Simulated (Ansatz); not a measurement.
**Mn3Si and the effect of the pressure**

The cell as given:

```yaml
crystal:
  lattice:
    - [0.00000, 2.86100, 2.86100]
    - [2.86100, 0.00000, 2.86100]
    - [2.86100, 2.86100, 0.00000]
  atoms:
    - { symbol: Mn, position: [0.75000, 0.75000, 0.75000] }
    - { symbol: Mn, position: [0.25000, 0.25000, 0.25000] }
    - { symbol: Mn, position: [0.50000, 0.50000, 0.50000] }
    - { symbol: Si, position: [0.00000, 0.00000, 0.00000] }
```

Kept alike: task relaxation of cell and atoms; functional PBEsol; k mesh 8 × 8 × 8; occupations fermi-dirac, width 0.05 eV; collinear spin, ferromagnetic start. Program: Ansatz, Ansatz PAW, cutoff 420 eV. The mesh is that of the run's cell of 4 atoms. No spin-orbit coupling.

```csv
"pressure, P (GPa)",volume (Å³/atom),largest site moment (μB)
0,10.769,2.14
2,10.672,2.09
5,10.536,2.00
10,10.330,1.86
20,9.996,1.68
```

The relaxations keep at least the cell's symmetry (Fm-3m). For a metal such a mesh leaves the last digits unconverged. Runs of this series that gave no sound value for these columns are left out. The runs follow the start's structure, whether or not it is the stable one at these pressures. The runs hold the magnetic state that their start led to, which needn't be the lowest. Site moments count inside each atom's sphere or projector. All rows use potentials made for PBE.

Q: What does the pressure change here?

A: The volume falls from 10.769 to 9.996 Å³/atom between 0 and 20 GPa. The volume falls ever more slowly, since the solid stiffens under load. At the pressures aimed at, which the runs meet within some tenths of a GPa, the step from 0 to 5 GPa gives a mean bulk modulus near 229 GPa, the last step 304 GPa. The largest site moment falls from 2.14 to 1.68 μB between 0 and 20 GPa.

Compression weakens the magnetism of Mn3Si without quenching it: the largest site moment falls at every step but is still 1.68 μB at 20 GPa. Shorter Mn–Mn and Mn–Si contacts strengthen d–d and p–d hybridisation and broaden the Mn 3d bands. Spin polarisation then costs more kinetic energy, while the intra-atomic exchange that favours it hardly changes. The gradual decline suggests itinerant moments that adjust continuously, with no sign of a sudden high-spin to low-spin collapse in this range. Because a smaller moment also favours a smaller volume, the loss of magnetism probably makes the lattice somewhat more compressible than it would be at fixed moment.

The relaxed volume at 0 GPa lies well below that of the starting cell, which is close to experiment. PBEsol's tendency to overbind magnetic 3d metals is the likely cause, and the moments may be reduced with the volume. The largest site moment alone doesn't show how the net magnetisation or the coupling between the Mn sublattices changes with pressure.
